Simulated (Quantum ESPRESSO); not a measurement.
Wanted: the native input for a Quantum ESPRESSO 7.5 run.

| Quantity | Value |
| --- | --- |
| Task | relaxation of cell and atoms |
| Functional | PBE |
| Potentials or basis | SSSP 1.3 efficiency PBE |
| Cutoff | 857 eV |
| Density cutoff | 6884 eV |
| k mesh | 11 × 11 × 11 |
| Occupations | fermi-dirac, width 0.05 eV |
| Spin | no spin polarisation |
| Target pressure | 30 GPa |
| Mixing beta | 0.5 |
| Most SCF iterations | 120 |
| SCF threshold | 4e-10 Ry |
| Most ionic steps | 40 |
| Forc conv thr | 0.0004 Ry/bohr |
| Etot conv thr | 1e-05 Ry |
| Ion dynamics | bfgs |
| Cell dynamics | bfgs |
| Press conv thr | 0.3 kbar |

Crystal: MgO.

```
Mg O
1.0
     0.00000    2.09700    2.09700
     2.09700    0.00000    2.09700
     2.09700    2.09700    0.00000
Mg O
1 1
Direct
  0.00000 0.00000 0.00000
  0.50000 0.50000 0.50000
```

The cell is a database's computed one.

These files were run (other wordings do the same):

pw.in

```
&CONTROL
  calculation = 'vc-relax'
  prefix = 'pwscf'
  outdir = './tmp'
  pseudo_dir = './pseudo'
  tprnfor = .true.
  tstress = .true.
  disk_io = 'low'
  nstep = 40
  forc_conv_thr = 0.0004
  etot_conv_thr = 1d-05
/
&SYSTEM
  ibrav = 0
  A = 2.96560781
  nat = 2
  ntyp = 2
  ecutwfc = 63
  ecutrho = 506
  nbnd = 9
  occupations = 'smearing'
  smearing = 'fd'
  degauss = 0.00367493
/
&ELECTRONS
  conv_thr = 4d-10
  electron_maxstep = 120
  mixing_beta = 0.5
/
&IONS
  ion_dynamics = 'bfgs'
/
&CELL
  cell_dynamics = 'bfgs'
  press = 300
  press_conv_thr = 0.3
/
ATOMIC_SPECIES
Mg    24.3050 Mg.pbe-n-kjpaw_psl.0.3.0.UPF
O     15.9990 O.pbe-n-kjpaw_psl.0.1.UPF
CELL_PARAMETERS alat
   0.0000000000    0.7071067812    0.7071067812
   0.7071067812    0.0000000000    0.7071067812
   0.7071067812    0.7071067812    0.0000000000
ATOMIC_POSITIONS alat
Mg     0.0000000000    0.0000000000    0.0000000000
O      0.7071067812    0.7071067812    0.7071067812
K_POINTS automatic
11 11 11 0 0 0
```

Potentials or basis: SSSP 1.3 efficiency PBE.

Run with:

```console
$ OMP_NUM_THREADS=1 pw.x -in pw.in > pw.out
```

Results of the run:

```
Relaxed volume                                         : 8.29 Å³/atom
Relaxed cell                                           : a = 2.862 Å, b = 2.862 Å, c = 2.862 Å, α = 60.00°, β = 60.00°, γ = 60.00°
Space group after relaxing (to 0.05 Å)                 : Fm-3m (No. 225)
Energy change on relaxing (the enthalpy is what falls) : +99.3 meV/atom
Ionic steps                                            : 4
Pressure after relaxing                                : 29.9 GPa
Band gap on the k mesh                                 : 5.98 eV, direct
```

Run time: 49 s on 1 thread of Arm Neoverse V1, with other jobs on the host, peak memory 0.06 GiB.
